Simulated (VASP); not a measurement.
Crystal: La2O3.

```xyz
5
Lattice="6.3703 0.0000 0.0000 -3.1851 5.5168 0.0000 0.0000 0.0000 3.2899" Properties=species:S:1:pos:R:3 pbc="T T T"
La    3.1851    1.8389    1.6387
La    0.0000    3.6779    1.6512
O     3.2145    0.0000    0.0000
O    -1.6072    2.7838    0.0000
O     1.5779    2.7330    0.0000
```

The cell comes from a database or a generator and needn't be the stable form of this composition.

- Program: VASP 6.6.1
- Task: relaxation of cell and atoms
- Functional: LDA
- Potentials or basis: VASP PAW LDA potentials, release 64 (La, O)
- Cutoff: 600 eV
- k mesh: 4 × 4 × 8
- Occupations: gaussian, width 0.02 eV
- Spin: no spin polarisation

At the start: pressure -5.3 GPa; volume 23.12 Å³/atom.

Q: Where does the relaxation end?

A: Over 21 steps the energy falls by 22.5 meV/atom and the volume is 21.85 Å³/atom (-5.5 %); space group P6/mmm (No. 191, to 0.05 Å).

The path:
```tsv
step	energy change (eV)	largest force (eV/Å)	pressure (GPa)	volume (Å³)
1	0.0000	0.0510	-5.33	115.62
2	0.0545	0.0316	7.62	103.22
3	-0.1076	0.0356	-0.25	109.83
4	-0.1076	0.0352	-0.13	109.72
5	-0.1111	0.0317	0.02	109.26
6	-0.1112	0.0311	0.04	109.18
7	-0.1114	0.0298	-0.03	109.26
8	-0.1115	0.0264	-0.19	109.42
9	-0.1116	0.0259	-0.18	109.41
10	-0.1118	0.0240	-0.14	109.38
11	-0.1120	0.0200	-0.07	109.32
12	-0.1123	0.0129	0.07	109.21
13	-0.1123	0.0115	0.10	109.19
14	-0.1124	0.0151	0.04	109.24
15	-0.1124	0.0178	0.00	109.28
16	-0.1124	0.0181	-0.01	109.29
17	-0.1124	0.0164	-0.01	109.27
18	-0.1125	0.0114	0.00	109.23
19	-0.1125	0.0086	0.02	109.23
20	-0.1125	0.0033	0.04	109.22
21	-0.1125	0.0030	-0.01	109.27
```

Final structure:
```
CELL_PARAMETERS angstrom
6.24961 0.00000 0.00000
-3.12480 5.41232 0.00000
0.00000 0.00000 3.23047
ATOMIC_POSITIONS crystal
La 0.66667 0.33333 0.50000
La 0.33333 0.66667 0.50000
O 0.50039 0.00000 0.00000
O 0.00000 0.50039 0.00000
O 0.49961 0.49961 0.00000
```
